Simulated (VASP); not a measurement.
Input of a VASP 6.6.1 run:

The input INCAR:

```
ALGO     = Normal         # electronic algorithm
EDIFF    = 1E-6           # SCF threshold, eV
ENCUT    = 500            # plane-wave cutoff, eV
GGA      = PE             # functional
GGA_COMPAT= False        
ISIF     = 2              # what is computed and relaxed
ISMEAR   = 0              # smearing method
LASPH    = True           # aspherical terms in the spheres
LCHARG   = True           # write CHGCAR
LELF     = True           # ELF
LREAL    = False          # projectors in reciprocal space
LVHAR    = True         
LWAVE    = False          # write WAVECAR
NBANDS   = 11             # bands
NELM     = 120            # most SCF steps
PREC     = Accurate       # precision mode
SIGMA    = 0.01           # smearing width, eV
```

The input KPOINTS:

```
k-points
0
Gamma
  8 8 8
```

Contents of POSCAR:

```
AlP
1.0
    0.0000000000      2.7692422729      2.7692422729
    2.7692422729      0.0000000000      2.7692422729
    2.7692422729      2.7692422729      0.0000000000
Al P
1 1
Direct
    0.0000000000      0.0000000000      0.0000000000
    0.7500000000      0.7500000000      0.7500000000
```

Potentials or basis: VASP PAW PBE potentials, release 64 (Al, P).

Launch:

```sh
$ cat potpaw_PBE.64/Al/POTCAR potpaw_PBE.64/P/POTCAR > POTCAR
$ mpirun -np 1 vasp_std > vasp.out
```

Task: Estimate the pressure.

Result: -1.4 GPa.

Task: What does it give for the band gap on the k mesh?

Result: 1.66 eV, indirect (least direct gap 2.94 eV).

**Experimental background.**

A printed reference work, data compilation reports, for a bulk crystal of AlP at 4.2 K: band gap 2.505 eV (indirect).

Measured gap of AlP: 2.505 eV (indirect; 4.2 K; a printed reference work, data compilation). This calculation gives 1.66 eV (-0.84 eV). The value is that of PBE on a finite k mesh, which can miss the band edges, without temperature or zero-point motion. Semilocal functionals fall short of measured gaps as a rule.
